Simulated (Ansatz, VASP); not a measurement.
**Two plane-wave programs on Al3Cu2**

The input INCAR:

```
SYSTEM = Al3Cu2
PREC = Accurate ; ENCUT = 520
EDIFF = 1E-6 ; ISMEAR = 0
SIGMA = 0.1 ; LREAL = .FALSE.
LASPH = .TRUE. ; NELM = 100
ALGO = Fast ; ISIF = 2
LWAVE = .FALSE. ; LCHARG = .FALSE.
GGA = PS ; NBANDS = 24
```

File KPOINTS:

```
Automatic mesh
0
G
  6 6 4
  0 0 0
```

POSCAR

```
Al3Cu2
1.0
    4.0919516368      0.0000000000      0.0000000000
   -2.0459758184      3.5437340685      0.0000000000
    0.0000000000      0.0000000000      4.9927787000
Al Cu
3 2
Direct
    0.0000000000      0.0000000000      0.0000000000
    0.3333333300      0.6666666700      0.3499253500
    0.6666666700      0.3333333300      0.6500746500
    0.3333333300      0.6666666700      0.8395121300
    0.6666666700      0.3333333300      0.1604878700
```

Input for Ansatz:

```yaml
crystal:
  lattice:
    - [4.0919516368, 0.0, 0.0]
    - [-2.0459758184, 3.5437340685, 0.0]
    - [0.0, 0.0, 4.9927787]
  atoms:
    - { symbol: Al, position: [0.0, 0.0, 0.0] }
    - { symbol: Al, position: [0.33333333, 0.66666667, 0.34992535] }
    - { symbol: Al, position: [0.66666667, 0.33333333, 0.65007465] }
    - { symbol: Cu, position: [0.33333333, 0.66666667, 0.83951213] }
    - { symbol: Cu, position: [0.66666667, 0.33333333, 0.16048787] }
basis:
  ecutwfc: 420
kpoints:
  mp_grid: { grid: [6, 6, 4] }
hamiltonian:
  xc: pbesol
scf:
  occupations: { method: gaussian, width: 0.1 }
output:
  forces: true
  stress: true
  eigenvalues: true
```

The cell comes from a database or a generator and needn't be the stable form of this composition.

Alike in both runs: task single point; functional PBEsol; k mesh 6 × 6 × 4; occupations gaussian, width 0.1 eV; no spin polarisation.

|  | VASP | Ansatz |
| --- | --- | --- |
| version | VASP 6.6.1 | Ansatz 0.2.0 |
| potentials or method | VASP PAW PBE potentials, release 64 (Al, Cu) | scalar-relativistic, plane waves, PAW |
| plane-wave cutoff (eV) | 520 | 420 |
| valence electrons in the cell | 31 | 47 |

```csv
,VASP,Ansatz,Ansatz less VASP
gap on the k mesh at the Fermi level (eV),none,none,-
pressure (GPa),0.7,0.1,-0.55
largest component of the traceless stress (GPa),0.90,0.85,-0.056
rms of the force components (eV/Å),0.027,0.028,+0.0007
```

Atom by atom the forces differ by 0.003 eV/Å (rms over components). A gap of «none» marks a metal or a gap that the smearing closes. With one functional, cell and mesh, what is left measures potentials, basis and numerics. The two sets of potentials don't hold the same shells in valence.

Caveats: the PAW data sets were made with another functional, which shifts forces and pressure a little (VASP).
